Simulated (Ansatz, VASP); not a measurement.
# One calculation of C, two programs

```
CELL_PARAMETERS angstrom
2.46636 0.00000 0.00000
-1.23318 2.13593 0.00000
0.00000 0.00000 8.68703
ATOMIC_POSITIONS crystal
C 0.33333 0.66667 0.99296
C 0.66667 0.33333 0.00704
```

Alike in both runs: task single point; functional PBEsol; k mesh 18 × 18 × 4; occupations gaussian, width 0.1 eV; no spin polarisation.

|  | VASP | Ansatz |
| --- | --- | --- |
| version | VASP 6.6.1 | Ansatz 0.2.0 |
| potentials or method | VASP PAW PBE potentials, release 64 (C) | scalar-relativistic, plane waves, PAW |
| plane-wave cutoff (eV) | 520 | 420 |
| valence electrons in the cell | 8 | 8 |

```csv
,VASP,Ansatz,Ansatz less VASP
gap on the k mesh at the Fermi level (eV),none,none,-
rms of the force components (eV/Å),1.199,1.204,+0.0056
```

Atom by atom the forces differ by 0.006 eV/Å (rms over components). A gap of «none» marks a metal or a gap that the smearing closes. Ansatz warned: «xc_potential_rough_in_thin_density».

Caveats: the PAW data sets were made with another functional, which shifts forces and pressure a little (VASP).
